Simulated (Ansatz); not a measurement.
Runs of Ansatz 0.2.0 on Ag. The structure is cubic, space group Fm-3m (No. 225). Conventional cell: a = 4.085 Å, b = 4.085 Å, c = 4.085 Å, α = 90.00°, β = 90.00°, γ = 90.00°. Ag (site symmetry m-3m) has 12 Ag at 2.89 Å as nearest neighbours. 

| task | level | potentials or basis | spin | cell | k mesh | cutoff (eV) | points for each segment of the path | mesh quality | gap on the mesh (eV) | pressure (GPa) |
| --- | --- | --- | --- | --- | --- | --- | --- | --- | --- | --- |
| band structure | PBE | Ansatz PAW | SOC, no magnetisation | as given | 11 × 11 × 11 | 420 | 14 | not flagged | none | 4.3 |
| single point | r2SCAN0 | Ansatz PAW | SOC, no magnetisation | as given | 6 × 6 × 6 | 500 | - | coarse | none | 2.9 |
| single point | PBE | Ansatz PAW | off | cell strained at random at fixed volume | 11 × 11 × 11 | 420 | - | not flagged | none | 4.8 |
| band structure | r2SCAN | Ansatz PAW | off | as given | 11 × 11 × 11 | 500 | 14 | not flagged | none | (a) |

Alike in all rows: smearing fermi-dirac 0.05 eV.

Fill in the values left out.

(a) 1.2.

Caveats: some runs use coarse meshes; the PAW data sets come from PBE, with cores solved anew for the run's functional, which leaves a small shift of forces and pressure (some runs); the thresholds are loose for stress (some runs).

A k mesh can miss the band edges, and rows without SOC leave out spin-orbit coupling on Ag.

A gap of «none» marks a metal or a gap under the smearing width.
